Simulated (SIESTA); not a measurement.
# Co under changes of volume

One of the cells (10.886 Å³/atom); the others are scaled copies at fixed shape and fractional positions:

```
CELL_PARAMETERS angstrom
2.48736 0.00000 0.00000
-1.24368 2.15412 0.00000
0.00000 0.00000 4.06329
ATOMIC_POSITIONS crystal
Co 0.33333 0.66667 0.74014
Co 0.66667 0.33333 0.25986
```

| Property | Result |
| --- | --- |
| Program | SIESTA 5.4.2 |
| Functional | LDA |
| Potentials or basis | PseudoDojo 0.4 standard (LDA files) |
| Basis | DZP (energy shift 0.003 Ry; two zetas on semicore shells) |
| Grid cutoff | 800 Ry |
| Energy shift | 0.003 Ry |
| k mesh | 9 × 9 × 5 |
| Occupations | fermi-dirac, width 0.05 eV |
| Spin | collinear spin, ferromagnetic start |
| Starting moments | [2.0, 2.0] μB |

| volume (Å³/atom) | energy over the lowest point (meV/atom) | pressure (GPa) | moment (μB per cell) | largest force (eV/Å) |
| --- | --- | --- | --- | --- |
| 10.233 | 0.00 | -4.3 | 3.00 | 0.672 |
| 10.450 | 9.86 | -9.9 | 3.01 | 0.599 |
| 10.668 | 26.58 | -14.5 | 3.03 | 0.532 |
| 10.886 | ? | ? | ? | ? |
| 11.103 | 76.84 | -22.2 | 3.06 | 0.411 |
| 11.321 | 109.40 | -25.5 | 3.08 | 0.360 |
| 11.539 | 146.09 | -28.3 | 3.09 | 0.310 |

**Question.** What does the run at 10.886 Å³/atom give?

**Answer.** Energy over the lowest point 49.10 meV/atom; pressure -18.5 GPa; moment 3.05 μB per cell; largest force 0.473 eV/Å.

Worked out: A Birch-Murnaghan fit of order 3 (a polynomial in V^(-2/3)) to the other rows has its minimum at 10.06 Å³/atom, just outside them, with B0 = V·E''(V) = 281 GPa and B' = 4.5 at fixed shape and positions, which overstates the stiffness. It gives 49.13 meV/atom at 10.886 Å³/atom, against the run's 49.10, and -dE/dV = -18.6 GPa, against -18.5. A straight line through the other rows of the moment, of slope 0.0722 μB per Å³/atom, gives 3.05 μB, against the run's 3.05.

Energies are extrapolated to zero smearing.

Caveats: short orbitals over semicore shells can move pressures by several GPa; the basis of atomic orbitals isn't converged, which shifts pressures, moduli and gaps.
